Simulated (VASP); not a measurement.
Write the native input for VASP 6.6.1 that does the following.

- Task: single point
- Functional: PBE
- Potentials or basis: VASP PAW PBE potentials, release 64 (Mo_sv, S)
- Cutoff: 520 eV
- k mesh: 10 × 10 × 1
- Occupations: fermi-dirac, width 0.05 eV
- Spin: no spin polarisation
- Further INCAR settings: ALGO = Normal; EDIFF = 1e-07; NBANDS = 49

The structure of MoS2 lies in POSCAR:

```
MoS2
1.0
    3.1840155185      0.0000000000      0.0000000000
   -1.5920077592      2.7574383250      0.0000000000
    0.0000000000      0.0000000000     28.3873198000
Mo S
3 6
Direct
    0.3333333333      0.6666666667      0.2281647700
    0.3333333333      0.6666666667      0.7718352300
    0.6666666667      0.3333333333      0.0000000000
    0.6666666667      0.3333333333      0.1734930900
    0.6666666667      0.3333333333      0.7171875100
    0.3333333333      0.6666666667      0.9453341200
    0.6666666667      0.3333333333      0.2828124900
    0.6666666667      0.3333333333      0.8265069100
    0.3333333333      0.6666666667      0.0546658800
```

The input as run:

INCAR

```
SYSTEM = MoS2
PREC = Accurate ; ENCUT = 520
EDIFF = 1E-7 ; ISMEAR = -1
SIGMA = 0.05 ; LREAL = .False.
LASPH = .True. ; NELM = 100
ALGO = Normal ; ISIF = 2
LWAVE = .False. ; LCHARG = .False.
GGA = PE ; NBANDS = 49
```

KPOINTS

```
regular mesh
0
Gamma
  10 10 1
  0 0 0
```

Potentials or basis: VASP PAW PBE potentials, release 64 (Mo_sv, S).

Launch:

```sh
$ cat potpaw_PBE.64/Mo_sv/POTCAR potpaw_PBE.64/S/POTCAR > POTCAR
$ mpirun -np 1 vasp_std > vasp.out
```

It gave:

| Item | Value |
| --- | --- |
| Largest force | 0.204 eV/Å |
| Band gap on the k mesh | 1.32 eV, indirect (least direct gap 1.88 eV) |

Run time: 2.5 min on 1 thread of Intel(R) Xeon(R) 6975P-C (Granite Rapids), with other jobs on the host, peak memory 0.4 GiB.
